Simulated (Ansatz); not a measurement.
Runs of Ansatz 0.2.0 on NiO2. Symmetry: R-3m, No. 166, trigonal system. The conventional cell has a = 2.804 Å, b = 2.804 Å, c = 20.923 Å, α = 90.00°, β = 90.00°, γ = 120.00°. Around Ni (site symmetry -3m) lie 6 O at 1.88 Å. O (site symmetry 3m) is surrounded by 3 Ni at 1.88 Å. The cell comes from a database or a generator and needn't be the stable form of this composition.

```csv
task,level,cutoff (eV),points for each segment of the path,gap on the mesh (eV),pressure (GPa),moment (μB),V0 of scaled cells (Å³/atom),B0 (GPa),largest force (eV/Å)
band structure,LDA,420,14,1.19,-7.9,0.00,-,-,0.98
equation of state,r2SCAN,500,-,-,-,-,(a),140,-
equation of state,PBEsol,420,-,-,-,-,15.36,135,-
band structure,r2SCAN,500,14,1.77,-4.3,0.00,-,-,(b)
band structure,PBEsol,420,14,1.25,-3.8,0.00,-,-,0.50
```

Alike in all rows: potentials or basis Ansatz PAW; spin collinear, ferromagnetic start; cell as given; k mesh 11 × 11 × 11; smearing fermi-dirac 0.05 eV.

**Question.** Estimate the missing entries.

**Answer.** (a) 15.31; (b) 0.47.

Caveats: the PAW data sets come from PBE, with cores solved anew for the run's functional, which leaves a small shift of forces and pressure (some runs); the starting moments weren't kept (some runs); the magnetic or orbital state may not be the lowest (some runs); the cell was scaled at fixed shape and fractional positions, which overstates the stiffness of a crystal with free parameters, most of all of layers and chains (some runs); the PAW data sets were made with another functional, which shifts forces and pressure a little (some runs).

Runs at the PBE level aren't shown here.
